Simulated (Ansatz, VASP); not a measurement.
# One calculation of Sn, two programs

```
Sn
1.0
     2.67063   -1.93486   -0.06406
     2.67063    1.93486   -0.06406
    -2.59523    0.00000    2.73523
Sn
1
Cartesian
  1.3730 0.0000 1.3036
```

Alike in both runs: functional PBE; k mesh 6 × 6 × 6; occupations gaussian, width 0.1 eV; no spin polarisation.

Ansatz relaxed the structure, and its values are those at the end. VASP's run is a single point on that final structure, the one shown.

```csv
,VASP,Ansatz
version,VASP 6.6.1,Ansatz 0.2.0
potentials or method,"VASP PAW PBE potentials, release 64 (Sn_d)","scalar-relativistic, plane waves, PAW"
plane-wave cutoff (eV),520,420
valence electrons in the cell,14,14
```

|  | VASP | Ansatz | Ansatz less VASP |
| --- | --- | --- | --- |
| gap on the k mesh at the Fermi level (eV) | none | none | - |
| pressure (GPa) | -0.1 | -0.1 | +0.07 |

A gap of «none» marks a metal or a gap that the smearing closes.

Caveats: the k mesh is coarse (spacing up to 0.39 Å⁻¹), so the values aren't converged.
